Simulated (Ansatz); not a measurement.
# AlFe under compression and expansion

Space group Pm-3m (No. 221). a = 2.910 Å, b = 2.910 Å, c = 2.910 Å, α = 90.00°, β = 90.00°, γ = 90.00°
| atom | site | symmetry | x | y | z |
| --- | --- | --- | --- | --- | --- |
| Al | 1a | m-3m | 0.0000 | 0.0000 | 0.0000 |
| Fe | 1b | m-3m | 0.5000 | 0.5000 | 0.5000 |

The runs use the primitive cell with vectors (2.910, 0.000, 0.000), (0.000, 2.910, 0.000), (0.000, 0.000, 2.910) Å, to which the k mesh refers.

The cell comes from COD entry 1541193, which wasn't checked; take it as a given geometry.

Other magnetic orders may lie lower; this is the state that the run reached.

Levels of theory: DFT, PBE, all-electron LAPW, scalar-relativistic (Ansatz 0.2.0); DFT, PBE, PAW with Ansatz's default frozen-core files, scalar-relativistic (Ansatz 0.2.0).

For LAPW: a Γ-centred 12×12×12 k mesh, Fermi–Dirac smearing of 0.05 eV, basis error target 0.5 meV/atom, spin-polarised from start moments Fe2 3 μB. PAW takes a cutoff of 420 eV at this cell. The Ansatz runs share mesh, smearing and spin set-up. Plane-wave (PAW) pressures include the program's estimate of the Pulay term.

The cell above is scaled evenly, with fractional coordinates and shape held.

```csv
V/V(cell),V (Å³/atom),"P, LAPW (GPa)","P, PAW (GPa)","moment, LAPW (μB)"
0.9405,11.588,4.49,4.57,0.68
0.9800,12.075,-2.80,-2.74,0.72
1.0000,12.321,-5.93,-5.88,0.74
1.0200,12.568,-8.74,-8.70,0.76
1.0600,13.060,-13.53,-13.50,0.79
```

**Question.** What do Birch–Murnaghan fits to the pressures give?

**Answer.** LAPW: V0 = 11.88 Å³/atom, B0 = 174 GPa, B0′ = 4.3; PAW: V0 = 11.88 Å³/atom, B0 = 174 GPa, B0′ = 4.3.

PAW's V0 lies 0.04 % from the all-electron value and its B0 0.1 %. Symmetry fixes shape and coordinates here, so this is the relaxed modulus.
